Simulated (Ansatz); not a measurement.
# GaP: stress in a strained cell

Aim: deform GaP (zz strain of +2 %) and compute stress, forces and field gradients with LAPW, PAW and all-electron datasets made for the crystal.

Computed with Ansatz 0.2.0 (DFT PBEsol, scalar-relativistic, unless a step's input says otherwise).

## (1) The starting structure

The structure is cubic, space group F-43m (No. 216). The conventional cell has a = 5.451 Å, b = 5.451 Å, c = 5.451 Å, α = 90.00°, β = 90.00°, γ = 90.00°. Ga (site symmetry -43m) has 4 P at 2.36 Å as nearest neighbours. Around P (site symmetry -43m) lie 4 Ga at 2.36 Å.

Structure file:

```cif
data_structure
_symmetry_space_group_name_H-M 'F-43m'
_symmetry_Int_Tables_number 216
_cell_length_a 5.4505
_cell_length_b 5.4505
_cell_length_c 5.4505
_cell_angle_alpha 90.000
_cell_angle_beta 90.000
_cell_angle_gamma 90.000
_cell_volume 161.92
loop_
_atom_site_label
_atom_site_type_symbol
_atom_site_symmetry_multiplicity
_atom_site_Wyckoff_symbol
_atom_site_fract_x
_atom_site_fract_y
_atom_site_fract_z
_atom_site_occupancy
Ga1 Ga 4 a 0.00000 0.00000 0.00000 1
P1 P 4 c 0.25000 0.25000 0.25000 1
```

The file gives the conventional cell by its symmetry; the runs use the cell typed in the input.

Atoms are numbered in the order of the input: Ga1, P2.

## (2) After the deformation

Space group F-43m before, I-4m2 after.

## (3) All-electron LAPW

Input file input.yaml:

```yaml
crystal:
  lattice:
    - [0.0, 2.72525, 2.779755]
    - [2.72525, 0.0, 2.779755]
    - [2.72525, 2.72525, 0.0]
  atoms:
    - { symbol: Ga, position: [0.0, 0.0, 0.0] }
    - { symbol: P, position: [0.75, 0.75, 0.75] }
kpoints:
  mp_grid: { grid: [12, 12, 12] }
  band_path:
    path:
      - [0.0, 0.0, 0.0]
      - [0.5, 0.0, 0.5]
      - [0.75, 0.25, 0.5]
      - [0.5, 0.5, 0.5]
      - [0.0, 0.0, 0.0]
      - [0.5, 0.5, 0.0]
      - [0.6298539023, 0.6298539023, 0.2597078047]
      - [0.3701460977, 0.3701460977, 0.7402921953]
      - [0.0, 0.0, 0.0]
    npoints: 5
scf:
  occupations: { method: fermi_dirac, width: 0.08 }
hamiltonian:
  xc: pbesol
  pseudopotentials: { kind: all_electron, lapw: { basis_error: 0.0005 } }
output:
  forces: true
  stress: true
  eigenvalues: true
```

Launch:

```sh
$ ansatz run input.yaml --threads 1 --pin off --max-ram 3072MiB --backend cpu --events-out ev --progress --plain --runs-dir out
```

Output, cut to the lines that bear on the results:

```text
LAPW: plane waves up to 8.841 Å⁻¹, error target 5.0e-4 eV per atom; small_component_spin mean_spin; P in spheres of 1.072 Å, 13 of its electrons in bands, Dirac shells []; Ga in spheres of 1.304 Å, 21 of its electrons in bands, Dirac shells []
[...]
Pseudopotentials: kind: all_electron
Pseudopotential: Ga, LAPW, valence charge 21, Koelling and Harmon's equation, gaussian nucleus
Pseudopotential: P, LAPW, valence charge 13, Koelling and Harmon's equation, gaussian nucleus
Functional definition: PBEsol
[...]
Crystal: 2 atoms, lattice volume = 41.290 Å³
Basis set: ecut = 297.83048121486104 eV, 515 PW (Γ), exchange–correlation at level 2
Bands: 21, of which v1, the nominal top of the filled ones, is band 17 counted from 1 (16 counted from 0)
Symmetry: 8 space group operations
Space group: I-4m2 (ITA 119), of the structure as read, at distance tolerance 3.5e-5 Å
k-points: 163 of 1728 (time reversal used)
[...]
SCF iter   1: F=—  HF=-62154.474898 eV  |F-HF|=—  |Δ(HF+E_count)|=         —  Δρ=3.67e-2  dr2=7.47e-1  ethr=2.19e-3  ⟨swp⟩=2.0  Hψ=23347  notcnv=0
[...]
the basis was enlarged: its passes take 233.2 KiB over the memory plan, 1 of 1 planned eigensolver slots
[...]
SCF iter   7: F=-62154.201113 eV  HF=-62154.201113 eV  |F-HF|=3.41e-9  |Δ(HF+E_count)|=   8.01e-7  Δρ=3.45e-6  dr2=7.89e-9  ethr=1.94e-9  ⟨swp⟩=3.0  Hψ=9980  notcnv=0
[...]
NSCF: frozen V_eff on 41 k-points
SCF converged after 7 iterations
Free energy (F): -62154.201113 eV
[...]
E sigma→0 (E₀):  -62154.201111 eV
Entropy (-TS):   -0.000003 eV (-0.002 meV/atom)
Fermi energy:    8.892027 eV
[...]
--- Forces (eV/Å), atoms counted from 1 ---
  atom   1  Ga     0.00000000     0.00000000     0.00000000
  atom   2  P     -0.00000000     0.00000000     0.00000000
[...]
--- Stress (GPa, compression-positive) ---
       -1.624533      -0.000000       0.000000
       -0.000000      -1.624533       0.000000
        0.000000       0.000000      -3.144852
  P = ⅓ Tr σ = -2.1313 GPa (-21.313 kbar)
--- Band table (eV; the first three rows and the last of 163) ---
  k-point 0: bands = ["-159.2263", "-134.7977", "-109.9653", "-109.9633", "-109.9633", "-85.7017", "-85.7017", "-85.6958", "-6.3483", "-6.3429", "-6.3429", "-6.2519", "-6.2498", "-4.2064", "8.0888", "8.2027", "8.2027", "9.7473", "11.9807", "11.9807", "12.0232"]
[...]
```

It took 72 s on 1 thread of Arm Neoverse V1, shared host; peak memory 0.51 GiB.

Read from it: pressure -2.13 GPa; gap 1.41 eV.

## (4) PAW on the default files

Input file input.yaml:

```yaml
crystal:
  lattice:
    - [0.0, 2.72525, 2.779755]
    - [2.72525, 0.0, 2.779755]
    - [2.72525, 2.72525, 0.0]
  atoms:
    - { symbol: Ga, position: [0.0, 0.0, 0.0] }
    - { symbol: P, position: [0.75, 0.75, 0.75] }
kpoints:
  mp_grid: { grid: [12, 12, 12] }
scf:
  occupations: { method: fermi_dirac, width: 0.08 }
hamiltonian:
  xc: pbesol
  pseudopotentials: { kind: paw }
output:
  forces: true
  stress: true
  eigenvalues: true
  efg: { contact_densities: true }
```

Launch:

```sh
$ ansatz run input.yaml --threads 1 --pin off --max-ram 3072MiB --backend cpu --events-out ev --progress --plain --runs-dir out
```

Output, cut to the lines that bear on the results:

```text
[...]
Pseudopotentials: kind: paw
Pseudopotential: Ga, paw, valence charge 13, recommended cutoff 420 eV (normal)
Pseudopotential: P, paw, valence charge 5, recommended cutoff 420 eV (normal)
Functional definition: PBEsol
[...]
Crystal: 2 atoms, lattice volume = 41.290 Å³
Basis set: ecut = 420 eV, 821 PW (Γ), exchange–correlation on 54×54×54 points (8 copies of the dense FFT grid, shifted against one another)
Bands: 13, of which v1, the nominal top of the filled ones, is band 9 counted from 1 (8 counted from 0)
Symmetry: 8 space group operations
Space group: I-4m2 (ITA 119), of the structure as read, at distance tolerance 3.5e-5 Å
k-points: 163 of 1728 (time reversal used)
[...]
SCF iter   1: F=—  HF=-4484.052697 eV  |F-HF|=—  |Δ(HF+E_count)|=         —  Δρ=4.51e-3  dr2=1.39e-2  ethr=1.77e-3  ⟨swp⟩=6.2  Hψ=13669  notcnv=0
[...]
Fermi energy:    7.471904 eV
[...]
--- Forces (eV/Å), atoms counted from 1 ---
  atom   1  Ga    -0.00000000    -0.00000000     0.00000000
  atom   2  P      0.00000000     0.00000000     0.00000000
[...]
--- Stress (GPa, compression-positive) ---
       -1.613395       0.000000       0.000000
        0.000000      -1.613395       0.000000
       -0.000000       0.000000      -3.132583
  P = ⅓ Tr σ = -2.1198 GPa (-21.198 kbar)
--- PAW observables at the nuclei: V_zz in 10²¹ V/m², potentials from the cell's mean, atoms counted from 1 ---
  atom   1  Ga V_zz =    -0.380339   η = 0.0000   by run symmetry: allowed
            electrostatic potential = -4129.847378 V   contact ρ = 187045.684771 e/Å³
  atom   2  P  V_zz =    +0.253205   η = 0.0000   by run symmetry: allowed
            electrostatic potential = -1494.060119 V   contact ρ = 15962.007235 e/Å³
--- Band table (eV; the first three rows and the last of 163) ---
  k-point 0: bands = ["-7.7781", "-7.7724", "-7.7724", "-7.6816", "-7.6791", "-5.6253", "6.6696", "6.7835", "6.7835", "8.3257", "10.5582", "10.5582", "10.6007"]
[...]
```

It took 11 s on 1 thread of Arm Neoverse V1, shared host; peak memory 0.42 GiB.

This run gives: pressure -2.12 GPa; gap on the k mesh 1.41 eV; Vzz Ga1 -0.38 (η = 0.00), P2 0.25 (η = 0.00) (10²¹ V/m²).

## (5) All-electron PAW on datasets made for the crystal

input.yaml, as its differences from that of step 4:

```diff
@@ -14,3 +14,3 @@
   xc: pbesol
-  pseudopotentials: { kind: paw }
+  pseudopotentials: { kind: all_electron, datasets: crystal }
 output:
```

Launch:

```sh
$ ansatz run input.yaml --threads 1 --pin off --max-ram 3072MiB --backend cpu --events-out ev --progress --plain --runs-dir out
```

Output, cut to the lines that bear on the results:

```text
[...]
Pseudopotentials: kind: all_electron
Pseudopotential: Ga, paw, valence charge 13, recommended cutoff 240 eV (normal), Koelling and Harmon's equation, gaussian nucleus
Pseudopotential: P, paw, valence charge 5, recommended cutoff 240 eV (normal), Koelling and Harmon's equation, gaussian nucleus
Functional definition: PBEsol
[...]
Crystal: 2 atoms, lattice volume = 41.290 Å³
Basis set: ecut = 240 eV, 339 PW (Γ), exchange–correlation on 40×40×40 points (8 copies of the dense FFT grid, shifted against one another)
Bands: 13, of which v1, the nominal top of the filled ones, is band 9 counted from 1 (8 counted from 0)
Symmetry: 8 space group operations
Space group: I-4m2 (ITA 119), of the structure as read, at distance tolerance 3.5e-5 Å
k-points: 163 of 1728 (time reversal used)
[...]
--- Forces (eV/Å), atoms counted from 1 ---
  atom   1  Ga    -0.00000000     0.00000000     0.00000000
  atom   2  P      0.00000000    -0.00000000     0.00000000
[...]
--- Stress (GPa, compression-positive) ---
       -1.625306       0.000000      -0.000000
        0.000000      -1.625306       0.000000
       -0.000000       0.000000      -3.145594
  P = ⅓ Tr σ = -2.1321 GPa (-21.321 kbar)
--- PAW observables at the nuclei: V_zz in 10²¹ V/m², potentials from the cell's mean, atoms counted from 1 ---
  atom   1  Ga V_zz =    -0.387395   η = 0.0000   by run symmetry: allowed
            electrostatic potential = -4128.197452 V   contact ρ = 187113.672804 e/Å³
  atom   2  P  V_zz =    +0.247417   η = 0.0000   by run symmetry: allowed
            electrostatic potential = -1492.563109 V   contact ρ = 15974.833603 e/Å³
--- Band table (eV; the first three rows and the last of 163) ---
  k-point 0: bands = ["-6.3481", "-6.3427", "-6.3427", "-6.2517", "-6.2497", "-4.2064", "8.0889", "8.2028", "8.2028", "9.7473", "11.9807"]
[...]
```

Wall time 25 s (1 thread of Arm Neoverse V1, shared host); peak memory 0.58 GiB.

Result: pressure -2.13 GPa; gap on the k mesh 1.41 eV; Vzz Ga1 -0.39 (η = 0.00), P2 0.25 (η = 0.00) (10²¹ V/m²).

## (6) Side by side

Stress (GPa, compression positive):

```tsv
method	xx	yy	zz	yz	xz	xy
LAPW	-1.62	-1.62	-3.14	0.00	0.00	0.00
PAW	-1.61	-1.61	-3.13	0.00	0.00	0.00
crystal datasets	-1.63	-1.63	-3.15	0.00	0.00	0.00
```

| method | pressure (GPa) | gap on the k mesh (eV) | Vzz Ga1 (10²¹ V/m²) | Vzz P2 (10²¹ V/m²) | SCF cycles, all passes |
| --- | --- | --- | --- | --- | --- |
| LAPW | -2.13 | 1.41 | – | – | 7 |
| PAW | -2.12 | 1.41 | -0.38 | 0.25 | 6 |
| crystal datasets | -2.13 | 1.41 | -0.39 | 0.25 | 8 |

## (7) What came out

| quantity | value |
| --- | --- |
| pressure | LAPW -2.13, PAW -2.12, crystal datasets -2.13 GPa |
| largest shear or deviatoric stress (LAPW) | 1.01 GPa |

The largest part of the stress beyond the pressure is 1.01 GPa in size, in the zz component; the atoms are carried along and not relaxed. No run of the undeformed cell stands beside it, so the pressure holds what the given cell had before the change. PAW: stress within 0.01 GPa of LAPW. Crystal datasets: stress within 0.01 GPa of LAPW.
